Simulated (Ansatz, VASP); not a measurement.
# As in VASP and in Ansatz

File INCAR:

```
PREC = Accurate ; ENCUT = 520
EDIFF = 1E-7 ; ISMEAR = -1
SIGMA = 0.1 ; LREAL = False
LASPH = True ; NELM = 80
ALGO = Normal ; ISIF = 2
LWAVE = False ; LCHARG = False
GGA = PS ; NBANDS = 8
```

The input KPOINTS:

```
Automatic mesh
0
Gamma
  15 15 15
```

POSCAR

```
As
1.0
   -1.6096292486      1.6096292486      1.6096292486
    1.6096292486     -1.6096292486      1.6096292486
    1.6096292486      1.6096292486     -1.6096292486
As
1
Direct
    0.0000000000      0.0000000000      0.0000000000
```

Input for Ansatz:

```yaml
crystal:
  lattice:
    - [-1.6096292486, 1.6096292486, 1.6096292486]
    - [1.6096292486, -1.6096292486, 1.6096292486]
    - [1.6096292486, 1.6096292486, -1.6096292486]
  atoms:
    - { symbol: As, position: [0.0, 0.0, 0.0] }
hamiltonian:
  xc: pbesol
  pseudopotentials:
    kind: paw
    azcp:
      As: "pseudopotentials/As.paw.azcp"
basis:
  ecutwfc: 420
  fft_grid_basis: typed
kpoints:
  mp_grid: { grid: [15, 15, 15], shift: [0, 0, 0] }
magnetization:
  spin_polarized: false
scf:
  occupations: { method: fermi_dirac, width: 0.1 }
  lower_state_search: "off"
output:
  stress: true
```

Alike in both runs: task single point; functional PBEsol; k mesh 15 × 15 × 15; occupations fermi-dirac, width 0.1 eV; no spin polarisation.

|  | VASP | Ansatz |
| --- | --- | --- |
| version | VASP 6.6.1 | Ansatz 0.2.0 |
| potentials or method | VASP PAW PBE potentials, release 64 (As) | plane waves (420 eV) with PAW, scalar-relativistic |
| plane-wave cutoff (eV) | 520 | 420 |
| valence electrons in the cell | 5 | 15 |

|  | VASP | Ansatz | Ansatz less VASP |
| --- | --- | --- | --- |
| pressure (GPa) | 9.8 | 9.4 | -0.42 |

The two sets of potentials don't hold the same shells in valence. Ansatz warned: «pseudo_functional_mismatch».

Caveats: the PAW data sets were made with another functional, which shifts forces and pressure a little (VASP).
